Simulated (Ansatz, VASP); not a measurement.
AlN in VASP and in Ansatz

INCAR

```
SYSTEM = AlN
ALGO = Normal ; EDIFF = 1E-7
ENCUT = 520 ; GGA = PE
ISIF = 2 ; ISMEAR = 0
LASPH = .TRUE. ; LCHARG = .TRUE.
LELF = .TRUE. ; LREAL = .FALSE.
LVHAR = .TRUE. ; LWAVE = .FALSE.
NBANDS = 16 ; NELM = 100
PREC = Accurate ; SIGMA = 0.05
```

File KPOINTS:

```
k-points
0
G
  8 8 6
  0 0 0
```

File POSCAR:

```
AlN
1.0
    0.0000000000     -2.0013268331     -2.0013268331
    0.0000000000      2.0013268331     -2.0013268331
    4.0026536662      0.0000000000      0.0000000000
Al N
2 2
Direct
    0.5115952475      0.4884047525      0.0000000000
   -0.0115952475      0.0115952475      0.5000000000
    0.4957933423      0.5042066577      0.5000000000
    0.0042066577      0.9957933423      0.0000000000
```

Input for Ansatz:

```yaml
crystal:
  lattice:
    - [0.0, -2.0013268331, -2.0013268331]
    - [0.0, 2.0013268331, -2.0013268331]
    - [4.0026536662, 0.0, 0.0]
  atoms:
    - { symbol: Al, position: [0.5115952475, 0.4884047525, 0.0] }
    - { symbol: Al, position: [-0.0115952475, 0.0115952475, 0.5] }
    - { symbol: "N", position: [0.4957933423, 0.5042066577, 0.5] }
    - { symbol: "N", position: [0.0042066577, 0.9957933423, 0.0] }
basis:
  ecutwfc: 520.0
kpoints:
  mp_grid: { grid: [8, 8, 6] }
hamiltonian:
  xc: pbe
  pseudopotentials: { kind: paw }
scf:
  occupations: { method: gaussian, width: 0.05 }
output:
  forces: true
  stress: true
  eigenvalues: true
```

Change from the starting cell: mode 4 frozen in at -0.047 Å, equal normal strain along x, y and z -0.0167.

Alike in both runs: task single point; functional PBE; k mesh 8 × 8 × 6; occupations gaussian, width 0.05 eV; no spin polarisation.

```csv
,VASP,Ansatz
version,VASP 6.6.1,Ansatz 0.2.0
potentials or method,"VASP PAW PBE potentials, release 64 (Al, N)","scalar-relativistic, plane waves, PAW"
plane-wave cutoff (eV),520,520
valence electrons in the cell,16,16
```

```tsv
	VASP	Ansatz	Ansatz less VASP
gap on the k mesh at the Fermi level (eV)	4.89	4.91	+0.024
least direct gap on the mesh (eV)	4.90	4.93	+0.024
pressure (GPa)	14.0	14.3	+0.31
largest component of the traceless stress (GPa)	0.38	0.38	-0.002
rms of the force components (eV/Å)	0.227	0.227	0.0000
```

Atom by atom the forces differ by 0.000 eV/Å (rms over components).

A k mesh can miss the band edges.
